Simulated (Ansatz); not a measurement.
**PbSe2: the cell at several levels of theory**

Cell and atoms of PbSe2 built on the fluorite prototype are relaxed in turn with PBE and r2SCAN. This is a trial cell built on a prototype, not taken from a measured structure, and it needn't be the compound's ground state.

The runs shown are made with Ansatz 0.2.0. PAW datasets, plane waves, zero pressure. No spin polarisation and no zero-point or thermal motion; the cell was built from a prototype and may be hypothetical.

## Step 1: The cell

This is the cell as the run starts from it, not yet at rest; its lengths are not the crystal's.

The symmetry is Fm-3m (No. 225, cubic); conventional cell a = 6.752 Å, 25.65 Å³ an atom. Around Pb lie 8 Se at 2.92 Å; around Se lie 4 Pb at 2.92 Å.

Coordinates:

```cif
data_structure
_symmetry_space_group_name_H-M 'Fm-3m'
_symmetry_Int_Tables_number 225
_cell_length_a 6.7521
_cell_length_b 6.7521
_cell_length_c 6.7521
_cell_angle_alpha 90.000
_cell_angle_beta 90.000
_cell_angle_gamma 90.000
_cell_volume 307.84
loop_
_atom_site_label
_atom_site_type_symbol
_atom_site_symmetry_multiplicity
_atom_site_Wyckoff_symbol
_atom_site_fract_x
_atom_site_fract_y
_atom_site_fract_z
_atom_site_occupancy
Pb1 Pb 4 a 0.00000 0.00000 0.00000 1
Se1 Se 8 c 0.25000 0.75000 0.75000 1
```

## Step 2: Relaxation with PBE

input.yaml

```yaml
crystal:
  lattice:
    - [0.0, 3.3760643362, 3.3760643362]
    - [3.3760643362, 0.0, 3.3760643362]
    - [3.3760643362, 3.3760643362, 0.0]
  atoms:
    - { symbol: Pb, position: [0.0, 0.0, 0.0] }
    - { symbol: Se, position: [0.25, 0.25, 0.25] }
    - { symbol: Se, position: [0.75, 0.75, 0.75] }
kpoints:
  mp_grid: { grid: [6, 6, 6] }
hamiltonian:
  xc: pbe
scf:
  occupations: { method: fermi_dirac, width: 0.02 }
relax:
  f_tol: 0.005
  cell: {}
```

Launch:

```sh
$ ansatz run input.yaml --threads 2 --pin off --max-ram 2211MiB --backend cpu --events-out ev --progress --plain --runs-dir out
```

After this run come: Relaxation with r2SCAN.

Q: Predict the outcome of this session. Wanted: for each run, a; volume; space group; SCF geometries.

The runs gave:

| level | a (Å) | volume (Å³/atom) | space group | SCF geometries |
| --- | --- | --- | --- | --- |
| PBE | 7.123 | 30.113 | Fm-3m | 5 |
| r2SCAN | 7.073 | 29.483 | Fm-3m | 4 |

**Reading.** The first relaxation changed the volume by +17.4 % from the start. r2SCAN gives the smallest cell and PBE the largest; they differ by 2.1 % in volume, a mean of 0.7 % in length.
